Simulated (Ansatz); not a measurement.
Vibrational response of BN at 40 GPa

All numbers below come from Ansatz, DFT LDA, scalar-relativistic, plane waves, PAW. Settings: 420 eV plane-wave cutoff, Γ-centred 12×12×12 mesh, fixed occupations. No spin polarisation. Phonons by linear response, acoustic sum rule imposed.

The cell, relaxed at 40 GPa:
```yaml
crystal:
  lattice:
    - [1.23045, 0.71040, 2.00931]
    - [-1.23045, 0.71040, 2.00931]
    - [0.00000, -1.42080, 2.00931]
  atoms:
    - { symbol: B, position: [0.04122, 0.04122, 0.04122] }
    - { symbol: N, position: [0.29122, 0.29122, 0.29122] }
```

Other phases may be more stable at this pressure.

Question: Give the high-frequency dielectric tensor ε∞.

Answer:
```
4.50 0.00 0.00
0.00 4.50 0.00
0.00 0.00 4.50
```

Question: Give the Born effective charges.

Answer:
```
      atom Z*xx Z*yy Z*zz mean
B (atom 1)   1.84   1.84   1.84   1.84
N (atom 2)  -1.84  -1.84  -1.84  -1.84
```

Question: How large is the static dielectric tensor with the ions free to move, and what share of it is ionic?

Answer:
```
6.3 0.0 0.0
0.0 6.3 0.0
0.0 0.0 6.3
```
The ions give 29 % of its trace.

Cost: 1 run of about 0.44 core-minutes, on Intel Xeon Platinum 8259CL (Skylake/Cascade Lake) (shared hosts).